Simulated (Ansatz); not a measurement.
## Varying the input for KI

The reference input for Ansatz (plane-wave DFT with PAW):

```yaml
crystal:
  lattice:
    - [0.0, 3.5424356157, 3.5424356157]
    - [3.5424356157, 0.0, 3.5424356157]
    - [3.5424356157, 3.5424356157, 0.0]
  atoms:
    - { symbol: K, position: [0.0, 0.0, 0.0] }
    - { symbol: I, position: [0.5, 0.5, 0.5] }
basis:
  ecutwfc: 420
kpoints:
  mp_grid: { grid: [4, 4, 4] }
hamiltonian:
  xc: pbe
scf:
  occupations: { method: gaussian, width: 0.1 }
output:
  forces: true
  stress: true
  eigenvalues: true
```

Command:

```bash
ansatz run input.yaml --threads 1 --pin off --max-ram 1331MiB --backend cpu --events-out ev --progress --plain --runs-dir out
```

The run converges in 6 SCF iterations on 8 irreducible k-points: pressure 0.49 GPa, gap on the sampled k-points 3.95 eV.

These settings were drawn at random to show what each does; none of the numbers is a converged property of the crystal. Each trial's input is given as a difference from the reference's; energies are extrapolated to zero smearing where there is one, and pressure is positive in compression.

Trial 1:

```diff
 kpoints:
-  mp_grid: { grid: [4, 4, 4] }
+  mp_grid: { grid: [2, 3, 1] }
 scf:
-  occupations: { method: gaussian, width: 0.1 }
+  occupations: { method: methfessel_paxton, width: 0.048 }
+  n_extra_bands: 12
 output:
+  dos: { method: smearing }
```

The run converges in 6 SCF iterations on 4 irreducible k-points: energy 233 meV per atom above the reference, pressure 1.87 GPa, gap on the sampled k-points 3.86 eV. It warns that the mesh lowers the symmetry.

Trial 2 (origin moved):

```diff
 crystal:
   atoms:
-    - { symbol: K, position: [0.0, 0.0, 0.0] }
-    - { symbol: I, position: [0.5, 0.5, 0.5] }
+    - { symbol: K, position: [0.487, 0.958, 0.67] }
+    - { symbol: I, position: [0.987, 1.458, 1.17] }
 basis:
-  ecutwfc: 420
+  ecutwfc: 190
 kpoints:
-  mp_grid: { grid: [4, 4, 4] }
+  mp_grid: { grid: [1, 3, 3] }
 hamiltonian:
-  xc: pbe
+  xc: r2scan
 scf:
+  max_iter: 30
+  convergence: { dr2_threshold: "1e-5 eV" }
 output:
+  efg: {}
```

The run converges in 6 SCF iterations on 4 irreducible k-points: pressure 2.30 GPa (unreliable at so low a cutoff), gap on the sampled k-points 4.42 eV. It warns that the cutoff lies under the recommended one, 500 eV for these potentials; that the SCF threshold is loose for the forces; that field gradients leave spin–orbit coupling out; that the SCF threshold is loose for the stress; that the mesh lowers the symmetry.

Trial 3:

```diff
 crystal:
   atoms:
-    - { symbol: K, position: [0.0, 0.0, 0.0] }
+    - { symbol: K, position: [0.0, 0.0, 0.0], spin: 0.5 }
-basis:
-  ecutwfc: 420
+basis: {}
 scf:
+  lower_state_search: "off"
+  max_iter: 300
 output:
+  populations: true
+magnetization:
+  spin_polarized: true
+  magnetic_field: 300
```

The run converges in 13 SCF iterations on 8 irreducible k-points: pressure 0.49 GPa, gap on the sampled k-points 3.91 eV, cell moment 0.00 μB (in the typed magnetic field). It warns that the starting moments were lost.

Trial 4:

```diff
 crystal:
   atoms:
-    - { symbol: I, position: [0.5, 0.5, 0.5] }
+    - { symbol: I, position: [0.5, 0.5, 0.5], spin: 4.0 }
 kpoints:
-  mp_grid: { grid: [4, 4, 4] }
+  mp_grid: { grid: [1, 1, 4], shift: [0.25, 0.25, 0.25] }
 scf:
+  lower_state_search: "off"
 output:
+  populations: true
+magnetization:
+  spin_polarized: true
```

The run converges in 13 SCF iterations on 4 irreducible k-points: energy 182 meV per atom above the reference, pressure 1.47 GPa, gap on the sampled k-points 5.25 eV, cell moment 0.00 μB. It warns that the starting moments were lost; that the mesh lowers the symmetry.

Trial 5:

```diff
 basis:
-  ecutwfc: 420
+  ecutwfc: "41 Ry"
+  ecutrho_ratio: 5
 kpoints:
-  mp_grid: { grid: [4, 4, 4] }
+  mp_grid: { grid: [2, 2, 3] }
 scf:
+  max_iter: 30
+  convergence: { dr2_threshold: "1e-4 eV" }
```

The run converges in 6 SCF iterations on 6 irreducible k-points: energy 35.2 meV per atom above the reference, pressure 0.78 GPa, gap on the sampled k-points 3.93 eV. It warns that the SCF threshold is loose for the forces; that the SCF threshold is loose for the stress; that the mesh lowers the symmetry.

Trial 6:

```diff
 basis:
+  ecutrho_ratio: 10
 kpoints:
-  mp_grid: { grid: [4, 4, 4] }
+  mp_grid: { kspacing: 1.1 }
 output:
+  populations: true
```

The run converges in 6 SCF iterations on 3 irreducible k-points: energy 72.8 meV per atom above the reference, pressure 1.12 GPa, gap on the sampled k-points 3.92 eV.